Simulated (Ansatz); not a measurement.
## RuO2: pressure 7 GPa

The reference is RuO$_{2}$ in the rutile structure (space group P4_2/mnm, No. 136; a = 4.466 Å, c = 3.092 Å).

Now apply this change: cell and atoms relaxed at a pressure of 7 GPa.

The values are results of Kohn–Sham DFT with the PBEsol functional, run in Ansatz (an electronic-structure program) with PAW and 420 eV plane waves, no SOC, not measurements. Γ-centred 11×11×15 mesh, Fermi–Dirac width 0.05 eV.

| quantity | base | changed | shift |
|---|---|---|---|
| density | 7.17 g/cm³ | 7.34 g/cm³ | +0.17 g/cm³ |
| lattice parameter a | 4.466 Å | 4.422 Å | -0.044 Å |
| c/a ratio | 0.692 | 0.696 | +0.004 |
| shortest interatomic distance | 1.933 Å | 1.915 Å | -0.018 Å |
| enthalpy H = E + PV relative to the base's energy | – | +0.44 eV/atom | – |
| band gap | zero | zero | – |

Final structure:

```
CELL_PARAMETERS angstrom
      4.42229     0.00000     0.00000
      0.00000     4.42229     0.00000
      0.00000     0.00000     3.07936
ATOMIC_POSITIONS crystal
  Ru 0.00000 0.00000 0.00000
  Ru 0.50000 0.50000 0.50000
  O  0.30626 0.30626 0.00000
  O  0.80626 0.19374 0.50000
  O  0.19374 0.80626 0.50000
  O  0.69374 0.69374 0.00000
```

Load acts through the strain it causes; cell and atoms are relaxed under it. No phonon test of stability was made. Competing high-pressure phases were not computed. No Hubbard U is applied, and correlation can decide whether such a compound is a metal. The final runs are not spin-polarised.
